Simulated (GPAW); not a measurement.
# Screening of a field by 1T-CrO2 monolayer, part 2 of 2

Aim: the dipole that a field along the normal induces in 1T-CrO2 monolayer.

GPAW 26.7.0; GPAW, PAW setups; layer in a repeated cell with vacuum, relaxation of atoms and in-plane cell (the session's first sound run).

So far, upper work function (eV): step 3 (the slab's potential) 7.19.

## 4. Field on

Level of this step: GPAW, PAW setups; slab in vacuum (GPAW).

A uniform field along the normal polarises the slab; the atoms stay fixed, so this is the electronic response alone.

Contents of run.py:

```python
import json
import numpy as np
from ase import Atoms
from gpaw import GPAW, PW
from gpaw.external import ConstantElectricField

slab = Atoms(
    ['O', 'Cr', 'O'],
    positions=[
        [1.43331, 0.82752, 7.00000],
        [0.00000, 0.00000, 7.98292],
        [0.00000, 1.65504, 8.96584]],
    cell=[[2.86661, 0.0, 0.0], [-1.43331, 2.48256, 0.0], [0.0, 0.0, 15.9658]],
    pbc=[True, True, False],
    magmoms=[0.0, 3.0, 0.0])

slab.calc = GPAW(mode=PW(500), xc='PBE', kpts={'size': (12, 12, 1), 'gamma': True},
                 occupations={'name': 'fermi-dirac', 'width': 0.05}, nbands='160%',
                 convergence={'density': 1e-05}, maxiter=200,
                 poissonsolver={'dipolelayer': 'xy'},
                 external=ConstantElectricField(-0.2, [0, 0, 1]),
                 symmetry={'tolerance': 1e-3}, txt='slab.txt')
result = {}
energy = slab.get_potential_energy()
fermi = slab.calc.get_fermi_level()
v = slab.calc.get_electrostatic_potential().mean((0, 1)) - fermi
n = slab.calc.get_pseudo_density().mean((0, 1))
L = slab.cell[2, 2]
z = np.arange(len(v)) * L / len(v)
low, high = slab.positions[:, 2].min(), slab.positions[:, 2].max()
below, above = np.interp([low - 4.8, high + 4.8], z, v)
slopes = [np.interp(x, z, np.gradient(v, z)) for x in (low - 4.8, high + 4.8)]
eps = np.array([[slab.calc.get_eigenvalues(k, s) for k in range(len(slab.calc.get_ibz_k_points()))]
                for s in range(slab.calc.get_number_of_spins())]) - fermi
top, bottom = eps[eps < 0].max(), eps[eps > 0].min()
dipole = slab.get_dipole_moment()[2]
print(f'energy {energy:.4f} eV, Fermi level {fermi:.4f} eV, dipole {dipole:.5f} e A')
print(f'potential 4.8 A off the faces, from the Fermi level: lower {below:.4f} eV, upper {above:.4f} eV')
print(f'slope of the potential there: lower {slopes[0]:.5f}, upper {slopes[1]:.5f} eV/A')
print(f'nearest levels on the mesh: {top:.4f} and {bottom:.4f} eV')
print('magnetic moment', round(slab.get_magnetic_moment(), 3))
result.update(energy=energy, fermi=fermi, dipole=dipole, below=below, above=above, slopes=slopes, edges=[top, bottom],
              z=z.tolist(), v=v.tolist(), n=n.tolist(), positions=slab.positions.tolist(),
              forces=slab.get_forces(apply_constraint=False).tolist(), moments=slab.get_magnetic_moments().tolist())
json.dump(result, open('result.json', 'w'))
```

Run with:

```sh
$ OMP_NUM_THREADS=1 OPENBLAS_NUM_THREADS=1 python run.py
```

Output:

```text
energy -23.9340 eV, Fermi level -3.8135 eV, dipole -0.02445 e A
potential 4.8 A off the faces, from the Fermi level: lower 6.8890 eV, upper 7.5108 eV
slope of the potential there: lower -0.00203, upper 0.00203 eV/A
nearest levels on the mesh: -0.0490 and 0.0037 eV
magnetic moment 2.0
```

It took 56 s on 1 thread of AMD EPYC 9B45 (Zen 5), shared host; peak memory 0.33 GiB.

Numbers from this step:

| Item | Value |
| --- | --- |
| dipole along the normal | -0.02445 e·Å |
| levels nearest the Fermi level on the mesh | -0.04904, 0.003702 eV from the Fermi level |
| site moments | -0.04349, 2.023, -0.04099 μB |
| potential below the slab, the applied field's own ramp left out | 6.889 eV from the Fermi level |
| potential above the slab, the applied field's own ramp left out | 7.511 eV from the Fermi level |

Electrostatic potential energy of an electron (without an applied field's), less the Fermi level, planar mean against z:

```
z (Å)  electrostatic potential energy of an electron (without an applied field's), less the Fermi level, planar mean (eV)
  0.0                                                                                                                7.20
  0.5                                                                                                                6.89
  1.0                                                                                                                6.89
  1.5                                                                                                                6.89
  2.0                                                                                                                6.89
  2.5                                                                                                                6.89
  3.0                                                                                                                6.89
  3.5                                                                                                                6.89
  4.0                                                                                                                6.89
  4.5                                                                                                                6.88
  5.0                                                                                                                6.87
  5.5                                                                                                                6.78
  6.0                                                                                                                6.22
  6.5                                                                                                                2.21
  7.0                                                                                                               -12.0
  7.5                                                                                                               -10.8
  8.0                                                                                                               -18.6
  8.5                                                                                                               -10.2
  9.0                                                                                                               -11.2
  9.5                                                                                                                3.36
 10.0                                                                                                                6.89
 10.5                                                                                                                7.41
 11.0                                                                                                                7.49
 11.5                                                                                                                7.50
 12.0                                                                                                                7.51
 12.5                                                                                                                7.51
 13.0                                                                                                                7.51
 13.5                                                                                                                7.51
 14.0                                                                                                                7.51
 14.5                                                                                                                7.51
 15.0                                                                                                                7.51
 15.5                                                                                                                7.51
```

Force by atom:

```
atom  x (eV/Å)  y (eV/Å)  z (eV/Å)   size
  O1     0.000    -0.001     0.106  0.107
 Cr2     0.000     0.000    -0.113  0.113
  O3     0.000     0.001     0.007  0.007
```

The dipole is now -0.0245 e Å, against 3.9e-4 in the run without a field.

## 5. In a field

Changes to run.py since step 4:

```diff
@@ -20,3 +20,3 @@
                  poissonsolver={'dipolelayer': 'xy'},
-                 external=ConstantElectricField(-0.2, [0, 0, 1]),
+                 external=ConstantElectricField(-0.1, [0, 0, 1]),
                  symmetry={'tolerance': 1e-3}, txt='slab.txt')
```

Output:

```text
energy -23.9322 eV, Fermi level -3.8129 eV, dipole -0.01222 e A
potential 4.8 A off the faces, from the Fermi level: lower 7.0437 eV, upper 7.3545 eV
slope of the potential there: lower -0.00203, upper 0.00203 eV/A
nearest levels on the mesh: -0.0491 and 0.0037 eV
magnetic moment 2.0
```

Run time: 57 s. Hardware: 1 thread; peak memory 0.33 GiB.

This step gave:

- dipole along the normal: -0.01222 e·Å
- levels nearest the Fermi level on the mesh: -0.04907, 0.003684 eV from the Fermi level
- site moments: -0.04285, 2.023, -0.04160 μB
- potential below the slab, the applied field's own ramp left out: 7.044 eV from the Fermi level
- potential above the slab, the applied field's own ramp left out: 7.355 eV from the Fermi level

Electrostatic potential energy of an electron (without an applied field's), less the Fermi level, planar mean against z:

z (Å), electrostatic potential energy of an electron (without an applied field's), less the Fermi level, planar mean (eV) and a bar from the least value:
```
      0.0        7.2 ##############################
      0.5        7.0 ##############################
      1.0        7.0 ##############################
      1.5        7.0 ##############################
      2.0        7.0 ##############################
      2.5        7.0 ##############################
      3.0        7.0 ##############################
      3.5        7.0 ##############################
      4.0        7.0 ##############################
      4.5        7.0 ##############################
      5.0        7.0 ##############################
      5.5        6.9 ##############################
      6.0        6.4 #############################
      6.5        2.3 ########################
      7.0      -11.9 ########
      7.5      -10.7 #########
      8.0      -18.6 
      8.5      -10.3 ##########
      9.0      -11.3 ########
      9.5        3.2 #########################
     10.0        6.7 #############################
     10.5        7.3 ##############################
     11.0        7.3 ##############################
     11.5        7.3 ##############################
     12.0        7.4 ##############################
     12.5        7.4 ##############################
     13.0        7.4 ##############################
     13.5        7.4 ##############################
     14.0        7.4 ##############################
     14.5        7.4 ##############################
     15.0        7.4 ##############################
     15.5        7.4 ##############################
```

Force by atom:

```
atom  x (eV/Å)  y (eV/Å)  z (eV/Å)    size
  O1   -0.0003   -0.0013    0.0786  0.0786
 Cr2    0.0001    0.0000   -0.0564  0.0564
  O3    0.0002    0.0013   -0.0219  0.0219
```

The dipole is now -0.0122 e Å, against 3.9e-4 in the run without a field.

## 6. Field on

Changes to run.py since step 5:

```diff
@@ -20,3 +20,3 @@
                  poissonsolver={'dipolelayer': 'xy'},
-                 external=ConstantElectricField(-0.1, [0, 0, 1]),
+                 external=ConstantElectricField(-0.05, [0, 0, 1]),
                  symmetry={'tolerance': 1e-3}, txt='slab.txt')
```

Output:

```text
energy -23.9318 eV, Fermi level -3.8128 eV, dipole -0.00611 e A
potential 4.8 A off the faces, from the Fermi level: lower 7.1212 eV, upper 7.2766 eV
slope of the potential there: lower -0.00203, upper 0.00203 eV/A
nearest levels on the mesh: -0.0491 and 0.0037 eV
magnetic moment 2.0
```

It took 54 s on 1 thread; peak memory 0.33 GiB.

## 7. In a field

Changes to run.py since step 6:

```diff
@@ -20,3 +20,3 @@
                  poissonsolver={'dipolelayer': 'xy'},
-                 external=ConstantElectricField(-0.05, [0, 0, 1]),
+                 external=ConstantElectricField(0.05, [0, 0, 1]),
                  symmetry={'tolerance': 1e-3}, txt='slab.txt')
```

Output:

```text
energy -23.9318 eV, Fermi level -3.8128 eV, dipole 0.00611 e A
potential 4.8 A off the faces, from the Fermi level: lower 7.2766 eV, upper 7.1212 eV
slope of the potential there: lower -0.00203, upper 0.00203 eV/A
nearest levels on the mesh: -0.0491 and 0.0037 eV
magnetic moment 2.0
```

It took 57 s on 1 thread; peak memory 0.33 GiB.

## 8. Field on

Changes to run.py since step 7:

```diff
@@ -20,3 +20,3 @@
                  poissonsolver={'dipolelayer': 'xy'},
-                 external=ConstantElectricField(0.05, [0, 0, 1]),
+                 external=ConstantElectricField(0.1, [0, 0, 1]),
                  symmetry={'tolerance': 1e-3}, txt='slab.txt')
```

Output:

```text
energy -23.9322 eV, Fermi level -3.8129 eV, dipole 0.01222 e A
potential 4.8 A off the faces, from the Fermi level: lower 7.3545 eV, upper 7.0437 eV
slope of the potential there: lower -0.00203, upper 0.00203 eV/A
nearest levels on the mesh: -0.0491 and 0.0037 eV
magnetic moment 2.0
```

Run time: 58 s. Hardware: 1 thread; peak memory 0.33 GiB.

Table of electrostatic potential energy of an electron (without an applied field's), less the Fermi level, planar mean by z:

z (Å), electrostatic potential energy of an electron (without an applied field's), less the Fermi level, planar mean (eV) and a bar from the least value:
```
      0.0        7.2 ##############################
      0.5        7.4 ##############################
      1.0        7.4 ##############################
      1.5        7.4 ##############################
      2.0        7.4 ##############################
      2.5        7.4 ##############################
      3.0        7.4 ##############################
      3.5        7.4 ##############################
      4.0        7.4 ##############################
      4.5        7.3 ##############################
      5.0        7.3 ##############################
      5.5        7.2 ##############################
      6.0        6.7 #############################
      6.5        2.6 ########################
      7.0      -11.8 ########
      7.5      -10.6 #########
      8.0      -18.6 
      8.5      -10.4 #########
      9.0      -11.4 ########
      9.5        3.0 #########################
     10.0        6.4 #############################
     10.5        6.9 ##############################
     11.0        7.0 ##############################
     11.5        7.0 ##############################
     12.0        7.0 ##############################
     12.5        7.0 ##############################
     13.0        7.0 ##############################
     13.5        7.0 ##############################
     14.0        7.0 ##############################
     14.5        7.0 ##############################
     15.0        7.0 ##############################
     15.5        7.0 ##############################
```

The dipole is now 0.0122 e Å, against 3.9e-4 in the run without a field.

## 9. Field on

Changes to run.py since step 8:

```diff
@@ -20,3 +20,3 @@
                  poissonsolver={'dipolelayer': 'xy'},
-                 external=ConstantElectricField(0.1, [0, 0, 1]),
+                 external=ConstantElectricField(0.2, [0, 0, 1]),
                  symmetry={'tolerance': 1e-3}, txt='slab.txt')
```

Output:

```text
energy -23.9340 eV, Fermi level -3.8135 eV, dipole 0.02445 e A
potential 4.8 A off the faces, from the Fermi level: lower 7.5107 eV, upper 6.8890 eV
slope of the potential there: lower -0.00203, upper 0.00203 eV/A
nearest levels on the mesh: -0.0490 and 0.0037 eV
magnetic moment 2.0
```

It took 54 s on 1 thread; peak memory 0.33 GiB.

The dipole is now 0.0245 e Å, against 3.9e-4 in the run without a field.

## 10. In a field

Changes to run.py since step 9:

```diff
@@ -20,3 +20,3 @@
                  poissonsolver={'dipolelayer': 'xy'},
-                 external=ConstantElectricField(0.2, [0, 0, 1]),
+                 external=ConstantElectricField(0.3, [0, 0, 1]),
                  symmetry={'tolerance': 1e-3}, txt='slab.txt')
```

Output:

```text
energy -23.9371 eV, Fermi level -3.8145 eV, dipole 0.03668 e A
potential 4.8 A off the faces, from the Fermi level: lower 7.6676 eV, upper 6.7348 eV
slope of the potential there: lower -0.00203, upper 0.00203 eV/A
nearest levels on the mesh: -0.0490 and 0.0037 eV
magnetic moment 2.0
```

Run time: 56 s. Hardware: 1 thread; peak memory 0.33 GiB.

Electrostatic potential energy of an electron (without an applied field's), less the Fermi level, planar mean against z:

```
z (Å)  electrostatic potential energy of an electron (without an applied field's), less the Fermi level, planar mean (eV)
    0                                                                                                                7.20
    1                                                                                                                7.67
    2                                                                                                                7.67
    3                                                                                                                7.67
    4                                                                                                                7.66
    5                                                                                                                7.64
    6                                                                                                                6.95
    7                                                                                                               -11.6
    8                                                                                                               -18.6
    9                                                                                                               -11.6
   10                                                                                                                6.16
   11                                                                                                                6.72
   12                                                                                                                6.73
   13                                                                                                                6.73
   14                                                                                                                6.73
   15                                                                                                                6.74
```

The dipole is now 0.0367 e Å, against 3.9e-4 in the run without a field.

## 11. The series

The members are put on one axis.

This step: induced dipole against applied field (GPAW 26.7.0).

Dipole along the normal against field:

```
field (V/Å)  dipole along the normal (e·Å)
     -0.200                        -0.0245
     -0.100                        -0.0122
     -0.050                       -0.00611
      0.000                         3.9e-4
      0.050                        0.00611
      0.100                         0.0122
      0.200                         0.0245
      0.300                         0.0367
```

## 12. Summary of results

```json
{
 "work function, upper and lower face": "7.194 and 7.202 eV",
 "dipole along the normal": "3.9e-4 e Å",
 "induced dipole per field": "0.122 e Å per V/Å",
 "out-of-plane polarisability per area, α/(ε0 A)": "3.11 Å"
}
```

**Reading.** The field induces 0.122 e Å per V/Å, a polarisable thickness α/(ε0 A) of 3.11 Å beside 1.97 Å between the outermost nuclei. A perfect conductor would give the distance between its two image planes; a dielectric of thickness t gives t(1 - 1/ε). The induced dipole is linear in the field over this range. The small printed dipole stands for a step of -9.9 meV from the lower to the upper face, and the probes find -8.3 meV; values this small are near the numerical noise of both. One magnetic start was tried; another order may lie lower. The layer's cell and atoms come from the relaxation; spin-orbit coupling and temperature are left out.

[Logs are printed without paths, hosts, clocks, repeated set-up lines and the standing remarks that a program may print on its own settings, such as how far it seeks lower states.]

[Hosts, paths, dates, database ids (printed as entryN), source tags and the programs' standing remarks are cut or masked in the printed files.]
